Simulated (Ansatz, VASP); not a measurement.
**Two plane-wave programs on BP**

```
B P
1.0
     0.00000    2.25571    2.25571
     2.25571    0.00000    2.25571
     2.25571    2.25571    0.00000
B P
1 1
Cartesian
  0.0000 0.0000 0.0000
  3.3836 3.3836 3.3836
```

Alike in both runs: functional PBEsol; k mesh 10 × 10 × 10; no spin polarisation.

Ansatz relaxed the structure, and its values are those at the end. VASP's run is a single point on that final structure, the one shown.

|  | VASP | Ansatz |
| --- | --- | --- |
| version | VASP 6.6.1 | Ansatz 0.2.0 |
| potentials or method | VASP PAW PBE potentials, release 64 (B, P) | scalar-relativistic, plane waves, PAW |
| plane-wave cutoff (eV) | 520 | 420 |
| occupations | gaussian, width 0.01 eV | fixed |
| valence electrons in the cell | 8 | 8 |

Ansatz gave:

```
gap on the k mesh at the Fermi level (eV) : 1.11
least direct gap on the mesh (eV)         : 3.39
pressure (GPa)                            : 1.0
```

Problem. Estimate VASP's values.

Solution. gap on the k mesh at the Fermi level (eV): 1.11; least direct gap on the mesh (eV): 3.38; pressure (GPa): 1.1.

Caveats: the PAW data sets were made with another functional, which shifts forces and pressure a little (VASP). A k mesh can miss the band edges.
